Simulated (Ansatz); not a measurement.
The system is InSe.

```xyz
4
Lattice="2.0000 1.1547 8.4400 -2.0000 1.1547 8.4400 0.0000 -2.3094 8.4400" Properties=species:S:1:pos:R:3 pbc="T T T"
In    0.0000    0.0000   22.4994
In    0.0000    0.0000    0.0000
Se    0.0000    0.0000    4.3525
Se    0.0000    0.0000    9.7102
```

* Program: Ansatz 0.2.0
* Task: relaxation of cell and atoms
* Functional: RPBE
* Dispersion: D3(BJ)
* Potentials or basis: Ansatz PAW
* Cutoff: 420 eV (not typed: the program's choice for these potentials)
* k mesh: 8 × 8 × 8
* Occupations: fermi-dirac, width 0.05 eV
* Spin: no spin polarisation

At the start: volume 29.24 Å³/atom.

**Question.** Where does the relaxation end?

**Answer.** It ends after 7 steps and the volume is 23.65 Å³/atom (-19.1 %); space group R3m (No. 160, to 0.05 Å).

The path:
```csv
step,energy change (eV),largest force (eV/Å),volume (Å³)
1,0.0000,0.3892,116.95
2,-0.2464,1.5000,101.96
3,-0.4518,0.2368,93.50
4,-0.4603,0.1067,93.94
5,-0.4617,0.0261,94.55
6,-0.4618,0.0045,94.61
7,-0.4574,0.0047,94.61
```

Final structure:
```cif
data_structure
_symmetry_space_group_name_H-M 'P 1'
_symmetry_Int_Tables_number 1
_cell_length_a 8.1061
_cell_length_b 8.1061
_cell_length_c 8.1061
_cell_angle_alpha 26.670
_cell_angle_beta 26.670
_cell_angle_gamma 26.670
_cell_volume 94.61
loop_
_atom_site_label
_atom_site_type_symbol
_atom_site_fract_x
_atom_site_fract_y
_atom_site_fract_z
_atom_site_occupancy
In1 In 0.88663 0.88663 0.88663 1
In2 In 0.00185 0.00185 0.00185 1
Se1 Se 0.16003 0.16003 0.16003 1
Se2 Se 0.39550 0.39550 0.39550 1
```

Caveat: the volume moved by over 15 % at a fixed basis, so the end points are rough; the plane-wave basis is chosen anew once the cell has moved, so the energies of steps on either side of that aren't comparable; the volume moved by -19 % from the deposited cell, more than functionals usually miss; the PAW data sets come from PBE, with cores solved anew for the run's functional, which leaves a small shift of forces and pressure.
